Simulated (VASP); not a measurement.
# ZnO: single point with PBE

Crystal: ZnO.

```
CELL_PARAMETERS angstrom
3.28797 0.00000 0.00000
-1.64398 2.84746 0.00000
0.00000 0.00000 7.13044
ATOMIC_POSITIONS crystal
Zn 0.00000 0.00000 0.25000
Zn 0.00000 0.00000 0.75000
O 0.66667 0.33333 0.75000
O 0.33333 0.66667 0.25000
```

Measurements of this composition are mostly on another form, of space group No. 186.

- Program: VASP 6.6.1
- Task: single point
- Functional: PBE
- Potentials or basis: VASP PAW PBE potentials, release 64 (Zn, O)
- Cutoff: 750 eV
- k mesh: 10 × 10 × 4
- Occupations: gaussian, width 0.02 eV
- Spin: spin-orbit coupling, no magnetisation
- Further INCAR settings: ALGO = Normal; EDIFF = 1e-08; NBANDS = 52

```json
{
 "Pressure": "0.0 GPa",
 "Valence electrons inside the program's atomic spheres": "Zn 10.85; O 4.99"
}
```

Stress tensor (GPa, compression positive):
```
-0.11  0.00  0.00
 0.00 -0.11  0.00
 0.00  0.00  0.14
```

It took 11 min on 1 thread of AMD EPYC 7R43 64-Core Processor (Zen 3), with other jobs on the host, peak memory 0.62 GiB.
